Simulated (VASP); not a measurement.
# W (Pm-3n) in VASP: a series of runs

The runs below take W through relaxation of cell and atoms, with PBE.

Everything below comes from runs of VASP 6.6.1. Logs are shortened: lines on timing, memory, paths and dates and some standing lists are left out, and cuts for length are marked.

### Step 1. The crystal as given

Symmetry: Pm-3n, No. 223, cubic system. Conventional cell: a = 5.083 Å, b = 5.083 Å, c = 5.083 Å, α = 90.00°, β = 90.00°, γ = 90.00°. W (site symmetry m-3) is surrounded by 12 W at 2.84 Å. W (site symmetry -4m2) has 6 W at 2.54 to 2.84 Å as nearest neighbours.

This isn't the form of W at room conditions, which is bcc.

### Step 2. Relaxation of cell and atoms, PBE

INCAR reads:

```
SYSTEM = W
PREC = Accurate ; ENCUT = 520
EDIFF = 1E-6 ; ISMEAR = 0
SIGMA = 0.1 ; LREAL = .False.
LASPH = .True. ; NELM = 120
ALGO = Normal ; ISIF = 3
LWAVE = .False. ; LCHARG = .False.
GGA = PE ; IBRION = 2
NSW = 90 ; EDIFFG = -0.01
KPAR = 4
```

KPOINTS reads:

```
regular mesh
0
Gamma
  6 6 6
  0 0 0
```

POSCAR reads:

```
W
1.0
    5.0830000000      0.0000000000      0.0000000000
    0.0000000000      5.0830000000      0.0000000000
    0.0000000000      0.0000000000      5.0830000000
W
8
Direct
    0.0000000000      0.0000000000      0.0000000000
    0.5000000000      0.5000000000      0.5000000000
    0.0000000000      0.5000000000      0.2500000000
    0.0000000000      0.5000000000      0.7500000000
    0.2500000000      0.0000000000      0.5000000000
    0.7500000000      0.0000000000      0.5000000000
    0.5000000000      0.7500000000      0.0000000000
    0.5000000000      0.2500000000      0.0000000000
```

Potentials or basis: VASP PAW PBE potentials, release 64 (W_sv).

Launch:

```console
> cat potpaw_PBE.64/W_sv/POTCAR > POTCAR
> mpirun -np 4 vasp_std > vasp.out
```

OUTCAR:

```text
SYSTEM = W
   PREC = Accurate
   ENCUT = 520
   EDIFF = 1E-6
   ISMEAR = 0
   LREAL = .False.
   LASPH = .True.
   NELM = 120
   ISIF = 3
   GGA = PE
   IBRION = 2
   NSW = 90
   EDIFFG = -0.01

 ion  position               nearest neighbor table
   1  0.000  0.000  0.000-   3 2.84   4 2.84   5 2.84   6 2.84   7 2.84   8 2.84   5 2.84   6 2.84
                             3 2.84   4 2.84   7 2.84   8 2.84
   2  0.500  0.500  0.500-   3 2.84   4 2.84   5 2.84   6 2.84   7 2.84   8 2.84   7 2.84   8 2.84
                             5 2.84   6 2.84   3 2.84   4 2.84
   3  0.000  0.500  0.250-   4 2.54   4 2.54   1 2.84   2 2.84   1 2.84   2 2.84   8 3.11   5 3.11
                             6 3.11   5 3.11   6 3.11   7 3.11   7 3.11   8 3.11
   4  0.000  0.500  0.750-   3 2.54   3 2.54   1 2.84   2 2.84   1 2.84   2 2.84   8 3.11   5 3.11
                             6 3.11   5 3.11   6 3.11   7 3.11   7 3.11   8 3.11
   5  0.250  0.000  0.500-   6 2.54   6 2.54   1 2.84   1 2.84   2 2.84   2 2.84   8 3.11   4 3.11
                             7 3.11   8 3.11   3 3.11   3 3.11   4 3.11   7 3.11
   6  0.750  0.000  0.500-   5 2.54   5 2.54   1 2.84   1 2.84   2 2.84   2 2.84   8 3.11   4 3.11
                             7 3.11   8 3.11   3 3.11   3 3.11   4 3.11   7 3.11
   7  0.500  0.750  0.000-   8 2.54   8 2.54   1 2.84   2 2.84   2 2.84   1 2.84   3 3.11   4 3.11
                             5 3.11   6 3.11   5 3.11   6 3.11   3 3.11   4 3.11
   8  0.500  0.250  0.000-   7 2.54   7 2.54   1 2.84   2 2.84   2 2.84   1 2.84   3 3.11   4 3.11
                             5 3.11   6 3.11   5 3.11   6 3.11   3 3.11   4 3.11

  LATTYP: Found a simple cubic cell.
 ALAT       =     5.0830000000

  Lattice vectors:

 A1 = (   5.0830000000,   0.0000000000,   0.0000000000)
 A2 = (   0.0000000000,   5.0830000000,   0.0000000000)
 A3 = (   0.0000000000,   0.0000000000,   5.0830000000)

Analysis of symmetry for initial positions (statically):
=====================================================================
 Subroutine PRICEL returns:
 Original cell was already a primitive cell.

 Routine SETGRP: Setting up the symmetry group for a
 simple cubic supercell.

 Subroutine GETGRP returns: Found 48 space group operations
 (whereof 24 operations were pure point group operations)
 out of a pool of 48 trial point group operations.

The static configuration has the point symmetry T_h .
 The point group associated with its full space group is O_h .

Analysis of symmetry for dynamics (positions and initial velocities):
=====================================================================
 Subroutine PRICEL returns:
 Original cell was already a primitive cell.

 Routine SETGRP: Setting up the symmetry group for a
 simple cubic supercell.

 Subroutine GETGRP returns: Found 48 space group operations
 (whereof 24 operations were pure point group operations)
 out of a pool of 48 trial point group operations.
[... 125 lines left out ...]
   EFERMI_NEDOS =   21; number of points for ismear=-14 and -15
   IALGO  =     38    algorithm
   IMIX   =      4    mixing-type and parameters
     AMIX     =   0.40;   BMIX     =  1.00
     AMIX_MAG =   1.60;   BMIX_MAG =  1.00
  volume/ion in A,a.u.               =      16.42       110.78
  Fermi-wavevector in a.u.,A,eV,Ry     =   1.552485  2.933771 32.792891  2.410209
  Thomas-Fermi vector in A             =   2.656853
   LORBIT       =      0    0 simple, 1 ext, 2 COOP (PROOUT), +10 PAW based schemes
   GGA     = PE    functional components
   LHFCALC =     F    Hartree Fock is set to
   AEXX    =    0.0000 exact exchange contribution
   IVDW    =     0    specifies the selected vdW correction
   LEPSILON=     F    determine dielectric tensor
   LRPA    =     F    only Hartree local field effects (RPA)
 conjugate gradient relaxation of ions
 non-spin polarized calculation
 Gauss-broadening in eV      SIGMA  =   0.10
  energy-cutoff  :      520.00
  volume of cell :      131.33
 maximum number of plane-waves:      3575
 NGX is ok and might be reduce to    40
   NGX = 19   NGY = 19   NGZ = 19

 number of electron     111.9999988 magnetization

 Free energy of the ion-electron system (eV)
  ---------------------------------------------------
  ext. energy  EPLUGINS =         0.00000000
  ---------------------------------------------------
  free energy    TOTEN  =      -102.90096765 eV

  energy without entropy =     -102.88635549  energy(sigma->0) =     -102.89366157

 E-fermi :  10.7687     XC(G=0): -13.4298

 val. band max:       10.7462513577   @ k =   0.5000   0.3333   0.0000
 cond. band min:      10.7779251707   @ k =   0.5000   0.1667   0.0000
 fundamental gap:      0.0316738130
 Fermi energy:        10.7687302117

 k-point     1 :       0.0000    0.0000    0.0000
  band No.  band energies     occupation
      1     -63.3476      2.00000
      2     -63.3054      2.00000
      3     -63.3054      2.00000
      4     -63.1721      2.00000
      5     -63.1721      2.00000
      6     -63.1721      2.00000
[... 1389 lines left out ...]
     66      13.6884      0.00000
     67      13.6884      0.00000

------------------------ aborting loop because EDIFF is reached ----------------------------------------

  FORCE on cell =-STRESS in cart. coord.  units (eV):
  Direction    XX          YY          ZZ          XY          YZ          ZX
  --------------------------------------------------------------------------------------
  -------------------------------------------------------------------------------------
  Total       -0.0419341     -0.0419341     -0.0419341     -0.0000000      0.0000000     -0.0000000
  in kB       -0.5115848     -0.5115848     -0.5115848     -0.0000000      0.0000000     -0.0000000
  external PRESSURE =      -0.5115848 kB  Pullay stress =       0.0000000 kB

 VOLUME and BASIS-vectors are now :
 -----------------------------------------------------------------------------
  energy-cutoff  :      520.00
  volume of cell :      131.33
      direct lattice vectors                 reciprocal lattice vectors
     5.083000000  0.000000000  0.000000000     0.196734212  0.000000000  0.000000000
     0.000000000  5.083000000  0.000000000     0.000000000  0.196734212  0.000000000
     0.000000000  0.000000000  5.083000000     0.000000000  0.000000000  0.196734212

 POSITION                                       TOTAL-FORCE (eV/Angst)
 -----------------------------------------------------------------------------------
      0.00000      0.00000      0.00000        -0.000000     -0.000000     -0.000000
      2.54150      2.54150      2.54150        -0.000000     -0.000000     -0.000000
      0.00000      2.54150      1.27075        -0.000000     -0.000000     -0.000000
      0.00000      2.54150      3.81225         0.000000      0.000000      0.000000
      1.27075      0.00000      2.54150         0.000000      0.000000      0.000000
      3.81225      0.00000      2.54150        -0.000000     -0.000000     -0.000000
      2.54150      3.81225      0.00000        -0.000000      0.000000      0.000000
      2.54150      1.27075      0.00000        -0.000000     -0.000000     -0.000000
 -----------------------------------------------------------------------------------
    total drift:                               -0.000000     -0.000000      0.000000

  FREE ENERGIE OF THE ION-ELECTRON SYSTEM (eV)
  ---------------------------------------------------
  free  energy   TOTEN  =      -102.9009676536 eV

  energy  without entropy=     -102.8863554935  energy(sigma->0) =     -102.89366157

 reached required accuracy - stopping structural energy minimisation
```

It took 29 s on 4 MPI ranks of Intel Xeon 6975P-C (Granite Rapids), shared host; peak memory 0.3 GiB.

What came out:

| Quantity | Value |
| --- | --- |
| Free energy | -102.9010 eV |
| Pressure after relaxing | -0.1 GPa |
| Band gap on the k mesh | none (metal or under the smearing width) |

Final structure:
```
W
1.0
     5.08300    0.00000    0.00000
     0.00000    5.08300    0.00000
     0.00000    0.00000    5.08300
W
8
Direct
  0.00000 0.00000 0.00000
  0.50000 0.50000 0.50000
  0.00000 0.50000 0.25000
  0.00000 0.50000 0.75000
  0.25000 0.00000 0.50000
  0.75000 0.00000 0.50000
  0.50000 0.75000 0.00000
  0.50000 0.25000 0.00000
```

Levels at points of the mesh, in eV from the Fermi level:
| k point | band 52 | band 53 | band 54 | band 55 | band 56 | band 57 | band 58 | band 59 | band 60 | band 61 |
| --- | --- | --- | --- | --- | --- | --- | --- | --- | --- | --- |
| (0.00, 0.00, 0.00) | -2.11 | -1.49 | -1.49 | -0.49 | -0.49 | -0.49 | 1.56 | 1.56 | 1.56 | 1.59 |
| (0.50, 0.00, 0.00) | -1.21 | -1.16 | -1.16 | -0.96 | -0.96 | 0.52 | 0.52 | 0.73 | 0.73 | 1.11 |
| (0.50, 0.50, 0.00) | -1.71 | -1.24 | -0.93 | -0.93 | 0.22 | 0.22 | 0.25 | 0.49 | 0.91 | 0.99 |
| (0.50, 0.50, 0.50) | -1.43 | -1.43 | -1.43 | -1.43 | -1.43 | 1.28 | 1.28 | 1.28 | 1.28 | 1.28 |

Caveat: the relaxation stopped at its first step, so nothing moved.

### Step 3. Relaxation of cell and atoms, PBE

INCAR reads:

```
SYSTEM = W
PREC = Accurate ; ENCUT = 520
EDIFF = 1E-7 ; ISMEAR = 0
SIGMA = 0.1 ; LREAL = .False.
LASPH = .True. ; NELM = 120
ALGO = Normal ; ISIF = 3
LWAVE = .False. ; LCHARG = .False.
GGA = PE ; IBRION = 2
NSW = 60 ; EDIFFG = -0.005
POTIM = 0.3 ; KPAR = 4
```

KPOINTS is that of step 2.

POSCAR reads:

```
W                                       
1.0
    5.0830000000      0.0000000000      0.0000000000
    0.0000000000      5.0830000000      0.0000000000
    0.0000000000      0.0000000000      5.0830000000
  W             
     8
Direct
     0.0000000000000000    0.0000000000000000    0.0000000000000000
     0.5000000000000000    0.5000000000000000    0.5000000000000000
     0.0000000000000000    0.5000000000000000    0.2500000000000000
     0.0000000000000000    0.5000000000000000    0.7500000000000000
     0.2500000000000000    0.0000000000000000    0.5000000000000000
     0.7500000000000000    0.0000000000000000    0.5000000000000000
     0.5000000000000000    0.7500000000000000    0.0000000000000000
     0.5000000000000000    0.2500000000000000    0.0000000000000000
```

Potentials or basis: VASP PAW PBE potentials, release 64 (W_sv).

Launch:

```console
> cat potpaw_PBE.64/W_sv/POTCAR > POTCAR
> mpirun -np 4 vasp_std > vasp.out
```

OUTCAR:

```text
SYSTEM = W
   PREC = Accurate
   ENCUT = 520
   EDIFF = 1E-7
   ISMEAR = 0
   LREAL = .False.
   LASPH = .True.
   NELM = 120
   ISIF = 3
   GGA = PE
   IBRION = 2
   NSW = 60
   EDIFFG = -0.005
   POTIM = 0.3

 ion  position               nearest neighbor table
   1  0.000  0.000  0.000-   3 2.84   4 2.84   5 2.84   6 2.84   7 2.84   8 2.84   5 2.84   6 2.84
                             3 2.84   4 2.84   7 2.84   8 2.84
   2  0.500  0.500  0.500-   3 2.84   4 2.84   5 2.84   6 2.84   7 2.84   8 2.84   7 2.84   8 2.84
                             5 2.84   6 2.84   3 2.84   4 2.84
   3  0.000  0.500  0.250-   4 2.54   4 2.54   1 2.84   2 2.84   1 2.84   2 2.84   8 3.11   5 3.11
                             6 3.11   5 3.11   6 3.11   7 3.11   7 3.11   8 3.11
   4  0.000  0.500  0.750-   3 2.54   3 2.54   1 2.84   2 2.84   1 2.84   2 2.84   8 3.11   5 3.11
                             6 3.11   5 3.11   6 3.11   7 3.11   7 3.11   8 3.11
   5  0.250  0.000  0.500-   6 2.54   6 2.54   1 2.84   1 2.84   2 2.84   2 2.84   8 3.11   4 3.11
                             7 3.11   8 3.11   3 3.11   3 3.11   4 3.11   7 3.11
   6  0.750  0.000  0.500-   5 2.54   5 2.54   1 2.84   1 2.84   2 2.84   2 2.84   8 3.11   4 3.11
                             7 3.11   8 3.11   3 3.11   3 3.11   4 3.11   7 3.11
   7  0.500  0.750  0.000-   8 2.54   8 2.54   1 2.84   2 2.84   2 2.84   1 2.84   3 3.11   4 3.11
                             5 3.11   6 3.11   5 3.11   6 3.11   3 3.11   4 3.11
   8  0.500  0.250  0.000-   7 2.54   7 2.54   1 2.84   2 2.84   2 2.84   1 2.84   3 3.11   4 3.11
                             5 3.11   6 3.11   5 3.11   6 3.11   3 3.11   4 3.11
[... 192 lines left out ...]
  ext. energy  EPLUGINS =         0.00000000
  ---------------------------------------------------
  free energy    TOTEN  =      -102.90096790 eV

  energy without entropy =     -102.88635586  energy(sigma->0) =     -102.89366188

------------------------ aborting loop because EDIFF is reached ----------------------------------------

  FORCE on cell =-STRESS in cart. coord.  units (eV):
  Direction    XX          YY          ZZ          XY          YZ          ZX
  --------------------------------------------------------------------------------------
  -------------------------------------------------------------------------------------
  Total       -0.0435346     -0.0435346     -0.0435346      0.0000000     -0.0000000     -0.0000000
  in kB       -0.5311105     -0.5311105     -0.5311105      0.0000000     -0.0000000     -0.0000000
  external PRESSURE =      -0.5311105 kB  Pullay stress =       0.0000000 kB
[... 71 lines left out ...]
--------------------------------------- Ionic step        3  -------------------------------------------

 number of electron     111.9999988 magnetization

 Free energy of the ion-electron system (eV)
  ---------------------------------------------------
  ext. energy  EPLUGINS =         0.00000000
  ---------------------------------------------------
  free energy    TOTEN  =      -102.90097214 eV

  energy without entropy =     -102.88637109  energy(sigma->0) =     -102.89367161

 E-fermi :  10.7714     XC(G=0): -13.4309

 val. band max:       10.7487826294   @ k =   0.5000   0.3333   0.0000
 cond. band min:      10.7804726589   @ k =   0.5000   0.1667   0.0000
 fundamental gap:      0.0316900295
 Fermi energy:        10.7713958557

 k-point     1 :       0.0000    0.0000    0.0000
  band No.  band energies     occupation
      1     -63.3445      2.00000
      2     -63.3023      2.00000
      3     -63.3023      2.00000
      4     -63.1689      2.00000
      5     -63.1689      2.00000
      6     -63.1689      2.00000
[... 1424 lines left out ...]
  FREE ENERGIE OF THE ION-ELECTRON SYSTEM (eV)
  ---------------------------------------------------
  free  energy   TOTEN  =      -102.9009721354 eV

  energy  without entropy=     -102.8863710912  energy(sigma->0) =     -102.89367161

 reached required accuracy - stopping structural energy minimisation
```

Run time: 66 s. Hardware: 4 MPI ranks of Intel Xeon 6975P-C (Granite Rapids), shared host; peak memory 0.31 GiB.

Results:

* Free energy: -102.9010 eV
* Relaxed volume: 16.41 Å³/atom
* Relaxed cell: a = 5.083 Å, b = 5.083 Å, c = 5.083 Å, α = 90.00°, β = 90.00°, γ = 90.00°
* Space group after relaxing (to 0.05 Å): Pm-3n (No. 223)
* Energy gained by relaxing: 0.0 meV/atom
* Ionic steps: 3
* Pressure after relaxing: 0.0 GPa
* Band gap on the k mesh: none (metal or under the smearing width)

Final structure:
```
W
1.0
     5.08267    0.00000    0.00000
     0.00000    5.08267    0.00000
     0.00000    0.00000    5.08267
W
8
Direct
  0.00000 0.00000 0.00000
  0.50000 0.50000 0.50000
  0.00000 0.50000 0.25000
  0.00000 0.50000 0.75000
  0.25000 0.00000 0.50000
  0.75000 0.00000 0.50000
  0.50000 0.75000 0.00000
  0.50000 0.25000 0.00000
```
